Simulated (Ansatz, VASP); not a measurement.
## Two plane-wave programs on SiC

```xyz
8
Lattice="3.0757 0.0000 0.0000 -1.5378 2.6636 0.0000 0.0000 0.0000 10.0706" Properties=species:S:1:pos:R:3 pbc="T T T"
Si    1.5378    0.8879    9.4447
Si    0.0000    1.7758    4.4094
Si    0.0000    0.0000    6.9275
Si    0.0000    0.0000    1.8922
C     1.5378    0.8879    7.5510
C     0.0000    1.7758    2.5157
C     0.0000    0.0000    5.0400
C     0.0000    0.0000    0.0046
```

The cell is a database's computed one.

Alike in both runs: task single point; functional PBEsol; k mesh 6 × 6 × 2; occupations gaussian, width 0.1 eV; no spin polarisation.

|  | VASP | Ansatz |
| --- | --- | --- |
| version | VASP 6.6.1 | Ansatz 0.2.0 |
| potentials or method | VASP PAW PBE potentials, release 64 (Si, C) | scalar-relativistic, plane waves, PAW |
| plane-wave cutoff (eV) | 520 | 420 |
| valence electrons in the cell | 32 | 32 |

Ansatz gave:

- gap on the k mesh at the Fermi level (eV): 2.11
- least direct gap on the mesh (eV): 3.24
- pressure (GPa): 0.5
- largest component of the traceless stress (GPa): 0.18
- rms of the force components (eV/Å): 0.003

Problem. What did VASP give for the same quantities?

Solution. gap on the k mesh at the Fermi level (eV): 2.11; least direct gap on the mesh (eV): 3.23; pressure (GPa): 0.8; largest component of the traceless stress (GPa): 0.18; rms of the force components (eV/Å): 0.003.

Atom by atom the forces differ by 0.000 eV/Å (rms over components). With one functional, cell and mesh, what is left measures potentials, basis and numerics.

Caveats: the PAW data sets were made with another functional, which shifts forces and pressure a little (VASP). As with any semilocal functional, this PBEsol gap is likely too small. A k mesh can miss the band edges.
